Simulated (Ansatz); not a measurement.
A (111) slab of AlRu (Pm-3m (No. 221)), 15 planes, outer planes Ru (top) and Ru (bottom), with 15 atoms (Al7Ru8) in a surface cell of A = 15.408 Å², as cut from the bulk:

```
CELL_PARAMETERS angstrom
4.21807 0.00000 0.00000
-2.10903 3.65295 0.00000
0.00000 0.00000 27.05413
ATOMIC_POSITIONS crystal
Ru 0.33333 0.66667 0.27722
Al 0.66667 0.33333 0.30905
Ru 0.00000 0.00000 0.34087
Al 0.33333 0.66667 0.37270
Ru 0.66667 0.33333 0.40452
Al 0.00000 0.00000 0.43635
Ru 0.33333 0.66667 0.46817
Al 0.66667 0.33333 0.50000
Ru 0.00000 0.00000 0.53183
Al 0.33333 0.66667 0.56365
Ru 0.66667 0.33333 0.59548
Al 0.00000 0.00000 0.62730
Ru 0.33333 0.66667 0.65913
Al 0.66667 0.33333 0.69095
Ru 0.00000 0.00000 0.72278
```

Theory: Ansatz, DFT r2SCAN, scalar-relativistic, plane waves, PAW. Settings: cutoff 500 eV, Γ-centred mesh 9×9×1 on the computed 15-atom cell, Gaussian smearing of 0.10 eV; no spin polarisation. The cell repeats along c with a dipole correction in the vacuum.

The relaxed slab holds 7 formula units of AlRu and 1 further Ru. Against those formula units in the bulk and the further Ru in its standard state it lies 6.637 eV higher. The formation energy of AlRu from the standard states is -1.420 eV a formula unit (uncorrected, no zero-point or thermal terms).

Q: Over what range can the chemical potential of Ru vary, and what is the surface energy at both ends?

A: In contact with the bulk, μ(Ru) + μ(Al) is fixed. With Δμ counted from the standard states, Δμ(Ru) ≤ 0 keeps elemental Ru from forming, and Δμ(Al) ≤ 0 requires Δμ(Ru) ≥ ΔH = -1.420 eV. Other compounds of Ru and Al can narrow this range. Then γ, the mean of both faces, = [6.637 eV − 1.00·Δμ(Ru)]/(2A). At the Ru-rich end (Δμ = 0): 6.637/(2 × 15.408) × 16.02 = 3.45 J/m². At the Ru-poor end: (6.637 + 1.420)/(2 × 15.408) × 16.02 = 4.19 J/m².

Q: How does its energy depend on growth conditions?

A: It carries an excess of Ru, so its energy falls by 0.52 J/m² for each eV that μ(Ru) rises: Ru-rich conditions lower it; whether it appears depends on the other terminations.

The Ru-terminated (111) surface is costly throughout the allowed range: even in equilibrium with elemental Ru its energy is 3.45 J/m², rising to 4.19 J/m² at the Ru-poor end. The likely reason is the openness of this plane in the B2 structure. Each outermost Ru atom loses half of its nearest Al neighbours, and the cut also removes bonds from the planes below. This breaks up the Ru d–Al sp hybridisation that holds the compound together and leaves d states at the surface only partly saturated.

The slope with chemical potential, by contrast, reflects only the excess Ru and says nothing about bond strength at the surface. Bonding enters through the width of the range, since the strongly exothermic formation of AlRu is what allows the surface energy to vary this much. The denser, stoichiometric (110) plane breaks fewer bonds per area and would be expected to cost less. Because the cell has the lateral periodicity of the bulk-cut plane, reconstructions with a larger period, which could lower the energy of so open a surface, remain untested.
